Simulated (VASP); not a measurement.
Runs of VASP 6.6.1 on SiO2. It takes space group P4_2/mnm (No. 136, tetragonal). The conventional cell has a = 4.192 Å, b = 4.192 Å, c = 2.683 Å, α = 90.00°, β = 90.00°, γ = 90.00°. Around Si (site symmetry mmm) lie 6 O at 1.77 to 1.81 Å. Around O (site symmetry m2m) lie 3 Si at 1.77 to 1.81 Å. 

```tsv
level	potentials or basis	k mesh	cutoff (eV)	smearing	gap on the mesh (eV)	pressure (GPa)	largest force (eV/Å)
PBEsol	VASP PAW PBE potentials, release 64 (Si, O_h)	6 × 6 × 8	900	gaussian 0.02 eV	5.35	-0.5	(a)
r2SCAN	VASP PAW PBE potentials, release 64 (Si, O)	6 × 6 × 8	520	gaussian 0.02 eV	6.33	-2.7	0.06
PBEsol	VASP PAW PBE potentials, release 64 (Si, O)	6 × 6 × 8	700	gaussian 0.02 eV	5.34	(b)	-
PBEsol	VASP PAW PBE potentials, release 64 (Si, O)	8 × 8 × 14	520	gaussian 0.02 eV	5.34	0.4	-
PBEsol	VASP PAW PBE potentials, release 64 (Si, O)	6 × 6 × 8	520	gaussian 0.5 eV	5.34	0.4	-
```

Alike in all rows: task single point; no spin polarisation; cell as given.

Question: Estimate the missing entries.

Answer: (a) 0.01; (b) 0.0.

Caveats: the PAW data sets were made with another functional, which shifts forces and pressure a little; the cutoff is under 1.25 times the usual one of these potentials, so pressure, stress and relaxed cells hold a basis-set (Pulay) error (some runs).

A k mesh can miss the band edges.
